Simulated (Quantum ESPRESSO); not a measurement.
PbSe (Clausthalite):

```
Pb Se
1.0
     0.00000    3.06065    3.06065
     3.06065    0.00000    3.06065
     3.06065    3.06065    0.00000
Pb Se
1 1
Direct
  0.00000 0.00000 0.00000
  0.50000 0.50000 0.50000
```

- Program: Quantum ESPRESSO 7.5
- Task: single point
- Functional: PBE
- Potentials or basis: SSSP 1.3 efficiency PBE
- Cutoff: 748 eV
- Density cutoff: 5987 eV
- k mesh: 8 × 8 × 8
- Occupations: fermi-dirac, width 0.05 eV
- Spin: no spin polarisation

On this cell: pressure 2.4 GPa; largest force zero by symmetry; band gap on the k mesh 0.30 eV, direct.

The same run follows on a disturbed copy (atoms moved at random, drawn with an rms of 0.05 Å):

```
CELL_PARAMETERS angstrom
0.00000 3.06065 3.06065
3.06065 0.00000 3.06065
3.06065 3.06065 0.00000
ATOMIC_POSITIONS crystal
Pb 0.99775 0.99684 0.99940
Se 0.50309 0.50000 0.49270
```

Task: What does the disturbed cell give?

Result: The energy moves by +0.1 meV/atom; pressure 2.4 GPa; largest force 0.017 eV/Å; band gap on the k mesh 0.30 eV, direct.

Forces on the atoms (eV/Å):
```
Pb  -0.007 -0.003  0.016
Se   0.007  0.003 -0.016
```

Caveats: spin-orbit coupling is left out, which as a rule narrows the gap of such compounds by several tenths of an eV.

A k mesh can miss the band edges.
